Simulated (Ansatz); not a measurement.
# Property card for Au

Method: DFT PBE, scalar-relativistic, plane waves, PAW in Ansatz 0.2.0.

Plane waves to 420 eV, a k mesh through Γ of 16×16×10 on the computed 2-atom cell and Gaussian smearing (0.10 eV); no spin polarisation.

The structure is relaxed at this level of theory with its symmetry kept. This form isn't the element's structure at ambient conditions.

```
Au
1.0
     1.43271   -2.57038    0.00000
     1.43271    2.57038    0.00000
     0.00000    0.00000    4.89213
Au
2
Direct
  0.66395 0.33605 0.25000
  0.33605 0.66395 0.75000
```

* Space group: Cmcm (No. 63)
* Volume per atom: 18.02 Å³
* Formation energy from the elements' standard states (uncorrected): +0.007 eV/atom
* Kohn–Sham band gap: none (metal)
* Density of states at the Fermi level: 0.61 states/eV per cell
* Löwdin character within 0.5 eV of the Fermi level: Au 6s 44 %, Au 5d 32 %, unprojected 24 %
* Bader charges (e): Au (2 in the cell) 0.00

Spin-orbit coupling is left out, which matters for the bands of heavy elements.